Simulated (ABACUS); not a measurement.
# SiC (Moissanite 6H) (P6_3mc) in ABACUS: settings compared

The runs below take SiC (Moissanite 6H) through single point, with PBE, PBE+D2, PBE+D3, PBE+D3(BJ), PBE+D3(BJ)+ABC.

All numbers are computed with ABACUS 3.10.1; they aren't measurements. Logs are shortened: lines on timing, memory, paths and dates and some standing lists are left out, and cuts for length are marked.

## (1) Starting point

Symmetry: P6_3mc, No. 186, hexagonal system. The conventional cell has a = 3.095 Å, b = 3.095 Å, c = 15.170 Å, α = 90.00°, β = 90.00°, γ = 120.00°. Around Si (site symmetry 3m) lie 4 C at 1.90 Å. Si (site symmetry 3m) has 4 C at 1.90 Å as nearest neighbours. Si (site symmetry 3m) is surrounded by 4 C at 1.90 Å. C (site symmetry 3m) is surrounded by 4 Si at 1.90 Å. C (site symmetry 3m) is surrounded by 4 Si at 1.90 Å. C (site symmetry 3m) is surrounded by 4 Si at 1.90 Å.

## (2) Single point, PBE

Contents of INPUT:

```
INPUT_PARAMETERS
suffix              SiC
calculation         scf
basis_type          lcao
pseudo_dir          ./
orbital_dir         ./
latname             hexagonal
symmetry            1
dft_functional      pbe
ecutwfc             100
pseudo_rcut         7
nspin               1
nbands              29
ks_solver           genelpa
smearing_method     fd
smearing_sigma      0.00367493
scf_thr             1e-07
scf_nmax            100
mixing_type         broyden
mixing_beta         0.7
cal_force           1
cal_stress          1
out_mul             1
out_chg             1
out_pot             2
out_elf             1
```

Contents of STRU:

```
ATOMIC_SPECIES
Si 28.0850 Si.upf
C 12.0110 C.upf

NUMERICAL_ORBITAL
Si_confined-atom_7au_2s2p1d.orb
C_confined-atom_6au_2s2p1d.orb

LATTICE_CONSTANT
5.8487023557

LATTICE_PARAMETERS
4.9014539580

ATOMIC_POSITIONS
Direct

Si
0.0
6
0.6666666667 0.3333333333 0.4583000000 1 1 1
0.3333333333 0.6666666667 0.9583000000 1 1 1
0.6666666667 0.3333333333 0.7917000000 1 1 1
0.3333333333 0.6666666667 0.2917000000 1 1 1
0.0000000000 0.0000000000 0.6250000000 1 1 1
0.0000000000 0.0000000000 0.1250000000 1 1 1

C
0.0
6
0.6666666667 0.3333333333 0.3333000000 1 1 1
0.3333333333 0.6666666667 0.8333000000 1 1 1
0.6666666667 0.3333333333 0.6667000000 1 1 1
0.3333333333 0.6666666667 0.1667000000 1 1 1
0.0000000000 0.0000000000 0.5000000000 1 1 1
0.0000000000 0.0000000000 0.0000000000 1 1 1
```

Contents of KPT:

```
K_POINTS
0
Gamma
10 10 2 0 0 0
```

Potentials or basis: PseudoDojo NC SR 0.4.1 PBE standard, DZP LCAO (the cutoffs set its grid).

On the command line:

```bash
$ OMP_NUM_THREADS=1 mpirun -np 4 abacus > log
```

running log:

```text
ABACUS v3.10.1

               Atomic-orbital Based Ab-initio Computation at UStc

 ------------------------------------------------------------------------------------

 READING GENERAL INFORMATION
                           global_out_dir = OUT.SiC/
                           global_in_card = INPUT
                               pseudo_dir = ./
                              orbital_dir = ./
                                    DSIZE = 4
                                    GSIZE = 1

 READING UNITCELL INFORMATION
                                    ntype = 2
                  lattice constant (Bohr) = 5.8487
              lattice constant (Angstrom) = 3.095

 READING ATOM TYPE 1
                               atom label = Si
                      L=0, number of zeta = 2
                      L=1, number of zeta = 2
                      L=2, number of zeta = 1
             number of atom for this type = 6

 READING ATOM TYPE 2
                               atom label = C
                      L=0, number of zeta = 2
                      L=1, number of zeta = 2
                      L=2, number of zeta = 1
             number of atom for this type = 6

                        TOTAL ATOM NUMBER = 12
DIRECT COORDINATES
    atom                   x                   y                   z     mag                  vx                  vy                  vz
taud_Si1            0.6666666667        0.3333333333        0.4583000000  0.0000        0.0000000000        0.0000000000        0.0000000000
taud_Si2            0.3333333333        0.6666666667        0.9583000000  0.0000        0.0000000000        0.0000000000        0.0000000000
taud_Si3            0.6666666667        0.3333333333        0.7917000000  0.0000        0.0000000000        0.0000000000        0.0000000000
taud_Si4            0.3333333333        0.6666666667        0.2917000000  0.0000        0.0000000000        0.0000000000        0.0000000000
taud_Si5            0.0000000000        0.0000000000        0.6250000000  0.0000        0.0000000000        0.0000000000        0.0000000000
taud_Si6            0.0000000000        0.0000000000        0.1250000000  0.0000        0.0000000000        0.0000000000        0.0000000000
taud_C1            0.6666666667        0.3333333333        0.3333000000  0.0000        0.0000000000        0.0000000000        0.0000000000
taud_C2            0.3333333333        0.6666666667        0.8333000000  0.0000        0.0000000000        0.0000000000        0.0000000000
taud_C3            0.6666666667        0.3333333333        0.6667000000  0.0000        0.0000000000        0.0000000000        0.0000000000
taud_C4            0.3333333333        0.6666666667        0.1667000000  0.0000        0.0000000000        0.0000000000        0.0000000000
taud_C5            0.0000000000        0.0000000000        0.5000000000  0.0000        0.0000000000        0.0000000000        0.0000000000
taud_C6            0.0000000000        0.0000000000        0.0000000000  0.0000        0.0000000000        0.0000000000        0.0000000000

                          Volume (Bohr^3) = 849.247
[... 242 lines left out ...]

 LCAO ALGORITHM --------------- ION=   1  ELEC=   1--------------------------------

 Density error is 0.26643125892
----------------------------------------------------------
     Energy           Rydberg                 eV
----------------------------------------------------------
 E_KohnSham     -122.2753103059      -1663.6409448788
 E_Harris       -115.9846129805      -1578.0516168594
 E_Fermi        0.7156611427         9.7370693783
----------------------------------------------------------
[... 102 lines left out ...]
 Density error is 5.62340445883e-08
----------------------------------------------------------
     Energy           Rydberg                 eV
----------------------------------------------------------
 E_KohnSham     -123.0958651411      -1674.8051661580
 E_KS(sigma->0) -123.0958651411      -1674.8051661579
 E_Harris       -123.0958648681      -1674.8051624438
 E_band         12.2113718786        166.1442379464
 E_one_elec     33.0963349615        450.2987383935
 E_Hartree      13.9391668364        189.6520943474
 E_xc           -45.1706403656       -614.5780912805
 E_Ewald        -124.9607265734      -1700.1779076182
 E_entropy(-TS) -0.0000000000        -0.0000000002
 E_descf        0.0000000000         0.0000000000
 E_exx          0.0000000000         0.0000000000
 E_Fermi        0.7672169521         10.4385221510
----------------------------------------------------------

 charge density convergence is achieved
 final etot is -1674.8051662 eV
 EFERMI = 10.438522151 eV
The vacuum level is 7.2757663461 eV

 STATE ENERGY(eV) AND OCCUPATIONS    NSPIN == 1
 1/28 kpoint (Cartesian) = 0.0000 0.0000 0.0000 (3582 pws)
       1       -5.90666      0.0100000
       2       -5.42859      0.0100000
       3       -5.38215      0.0100000
       4       -3.94044      0.0100000
       5       -3.91132      0.0100000
       6       -2.44865      0.0100000
[... 176 lines left out ...]
      28        13.3140    3.16961e-27
      29        13.9757    5.67190e-33

[... levels at 22 further k points ...]

 correction force for each atom along direction 1 is 1.76826e-15
 correction force for each atom along direction 2 is -1.19118e-15
 correction force for each atom along direction 3 is 7.04090e-07
------------------------------------------------------------------------------------------
 TOTAL-FORCE (eV/Angstrom)
------------------------------------------------------------------------------------------
                       Si1         0.0000000000         0.0000000000         0.0433801605
                       Si2         0.0000000000         0.0000000000         0.0433801605
                       Si3         0.0000000000         0.0000000000         0.0359305306
                       Si4         0.0000000000         0.0000000000         0.0359305306
                       Si5         0.0000000000         0.0000000000         0.0375265255
                       Si6         0.0000000000         0.0000000000         0.0375265255
                        C1         0.0000000000         0.0000000000        -0.0103271634
                        C2         0.0000000000         0.0000000000        -0.0103271634
                        C3         0.0000000000         0.0000000000         0.0361210523
                        C4         0.0000000000         0.0000000000         0.0361210523
                        C5         0.0000000000         0.0000000000        -0.1426311055
                        C6         0.0000000000         0.0000000000        -0.1426311055
------------------------------------------------------------------------------------------

----------------------------------------------------------------
 TOTAL-STRESS (KBAR)
----------------------------------------------------------------
        39.1595903452        -0.0000000000        -0.0000000000
         0.0000000000        39.1595903452         0.0000000000
         0.0000000000         0.0000000000        47.2093235436
----------------------------------------------------------------
 TOTAL-PRESSURE: 41.842835 KBAR

 --------------------------------------------
 !FINAL_ETOT_IS -1674.8051661579704614 eV
 --------------------------------------------
```

stdout:

```text
ABACUS v3.10.1

               Atomic-orbital Based Ab-initio Computation at UStc

 UNIFORM GRID DIM        : 40 * 40 * 192
 UNIFORM GRID DIM(BIG)   : 8 * 8 * 48
 ---------------------------------------------------------
[... 29 lines left out ...]
----------------------------------------------------------------
 TOTAL-STRESS (KBAR)
----------------------------------------------------------------
        39.1595903452        -0.0000000000        -0.0000000000
         0.0000000000        39.1595903452         0.0000000000
         0.0000000000         0.0000000000        47.2093235436
----------------------------------------------------------------
 TOTAL-PRESSURE: 41.842835 KBAR
```

mulliken.txt:

```text
 0
CALCULATE THE MULLIkEN ANALYSIS FOR EACH ATOM
 Total charge:	48
Decomposed Mulliken populations
0                             Zeta of Si              Spin 1
s                                      0              1.4356
s                                      1             -0.0397
SUM OVER M+Zeta                                       1.3959

pz                                     0              0.5327
px                                     0              0.5622
py                                     0              0.5388
SUM OVER M                                            1.6337
pz                                     1             -0.0618
px                                     1             -0.0688
py                                     1             -0.0265
SUM OVER M                                           -0.1572
SUM OVER M+Zeta                                       1.4766
[... 309 lines left out ...]
dz^2                                   0              0.0173
dxz                                    0              0.0168
dyz                                    0              0.0129
dx^2-y^2                               0              0.0134
dxy                                    0              0.0182
SUM OVER M                                            0.0786
SUM OVER M+Zeta                                       0.0786

SUM OVER M+Zeta+L                                     4.2658

Total Charge on atom:                  C              4.2658
```

Run time: 21 s. Hardware: 4 MPI ranks of Intel Xeon Platinum 8488C (Sapphire Rapids), shared host; peak memory 0.52 GiB.

Results:

```
Free energy            : -1674.8052 eV
Pressure               : 4.2 GPa
Largest force          : 0.143 eV/Å
Band gap on the k mesh : 2.03 eV, indirect (least direct gap 3.15 eV)
Mulliken charges       : Si +0.31, +0.27, +0.23; C -0.26, -0.28, -0.27 e
```

Forces on the atoms (eV/Å):
```
Si   0.000  0.000  0.043
Si   0.000  0.000  0.043
Si   0.000  0.000  0.036
Si   0.000  0.000  0.036
Si   0.000  0.000  0.038
Si   0.000  0.000  0.038
C    0.000  0.000 -0.010
C    0.000  0.000 -0.010
C    0.000  0.000  0.036
C    0.000  0.000  0.036
C    0.000  0.000 -0.143
C    0.000  0.000 -0.143
```

Caveat: the atomic orbitals were generated for these runs and aren't a published set; Mulliken charges move with the basis; the basis of atomic orbitals isn't converged, which shifts pressures, moduli and gaps. A k mesh can miss the band edges.

## (3) Single point, PBE+D2

Changes to INPUT since step 2:

```diff
@@ -22,5 +22,4 @@
 cal_stress          1
+vdw_method          d2
+vdw_s6              0.75
 out_mul             1
-out_chg             1
-out_pot             2
-out_elf             1
```

STRU is that of step 2.

KPT is that of step 2.

Potentials or basis: PseudoDojo NC SR 0.4.1 PBE standard, DZP LCAO (the cutoffs set its grid).

On the command line:

```bash
$ OMP_NUM_THREADS=1 mpirun -np 4 abacus > log
```

running log:

```text
ABACUS v3.10.1

               Atomic-orbital Based Ab-initio Computation at UStc

 ------------------------------------------------------------------------------------

 READING GENERAL INFORMATION
                           global_out_dir = OUT.SiC/
                           global_in_card = INPUT
                               pseudo_dir = ./
                              orbital_dir = ./
                                    DSIZE = 4
                                    GSIZE = 1

[... 607 lines left out ...]
 TOTAL-FORCE (eV/Angstrom)
------------------------------------------------------------------------------------------
                       Si1         0.0000000000         0.0000000000        -0.0061103995
                       Si2         0.0000000000         0.0000000000        -0.0061103995
                       Si3         0.0000000000         0.0000000000         0.0360907913
                       Si4         0.0000000000         0.0000000000         0.0360907913
                       Si5         0.0000000000         0.0000000000         0.0375505161
                       Si6         0.0000000000         0.0000000000         0.0375505161
                        C1         0.0000000000         0.0000000000        -0.0100458137
                        C2         0.0000000000         0.0000000000        -0.0100458137
                        C3         0.0000000000         0.0000000000         0.0851671656
                        C4         0.0000000000         0.0000000000         0.0851671656
                        C5         0.0000000000         0.0000000000        -0.1426522598
                        C6         0.0000000000         0.0000000000        -0.1426522598
------------------------------------------------------------------------------------------

----------------------------------------------------------------
 TOTAL-STRESS (KBAR)
----------------------------------------------------------------
         3.1247977135        -0.0000000000         0.0000000000
         0.0000000000         3.1247977135         0.0000000000
         0.0000000000        -0.0000000000        15.0116955602
----------------------------------------------------------------
 TOTAL-PRESSURE: 7.087097 KBAR

 --------------------------------------------
 !FINAL_ETOT_IS -1677.6877015877325903 eV
 --------------------------------------------
```

mulliken.txt:

```text
 0
CALCULATE THE MULLIkEN ANALYSIS FOR EACH ATOM
 Total charge:	48
Decomposed Mulliken populations
0                             Zeta of Si              Spin 1
s                                      0              1.4356
s                                      1             -0.0397
SUM OVER M+Zeta                                       1.3959

pz                                     0              0.5327
px                                     0              0.5622
py                                     0              0.5388
SUM OVER M                                            1.6337
pz                                     1             -0.0618
px                                     1             -0.0688
py                                     1             -0.0265
SUM OVER M                                           -0.1572
SUM OVER M+Zeta                                       1.4766
[... 309 lines left out ...]
dz^2                                   0              0.0173
dxz                                    0              0.0168
dyz                                    0              0.0129
dx^2-y^2                               0              0.0134
dxy                                    0              0.0182
SUM OVER M                                            0.0786
SUM OVER M+Zeta                                       0.0786

SUM OVER M+Zeta+L                                     4.2658

Total Charge on atom:                  C              4.2658
```

It took 19 s on 4 MPI ranks of Intel Xeon Platinum 8488C (Sapphire Rapids), shared host; peak memory 0.52 GiB.

Results:

```
Free energy                : -1677.6877 eV
Pressure                   : 0.7 GPa
Largest force              : 0.143 eV/Å
Band gap on the k mesh     : 2.03 eV, indirect (least direct gap 3.15 eV)
Mulliken charges           : Si +0.31, +0.27, +0.23; C -0.26, -0.28, -0.27 e
Dispersion energy per atom : -0.240 eV
```

Forces on the atoms (eV/Å):
```
Si   0.000  0.000 -0.006
Si   0.000  0.000 -0.006
Si   0.000  0.000  0.036
Si   0.000  0.000  0.036
Si   0.000  0.000  0.038
Si   0.000  0.000  0.038
C    0.000  0.000 -0.010
C    0.000  0.000 -0.010
C    0.000  0.000  0.085
C    0.000  0.000  0.085
C    0.000  0.000 -0.143
C    0.000  0.000 -0.143
```

Caveat: the atomic orbitals were generated for these runs and aren't a published set; Mulliken charges move with the basis; the basis of atomic orbitals isn't converged, which shifts pressures, moduli and gaps.

(Continued in part 2 of 2.)
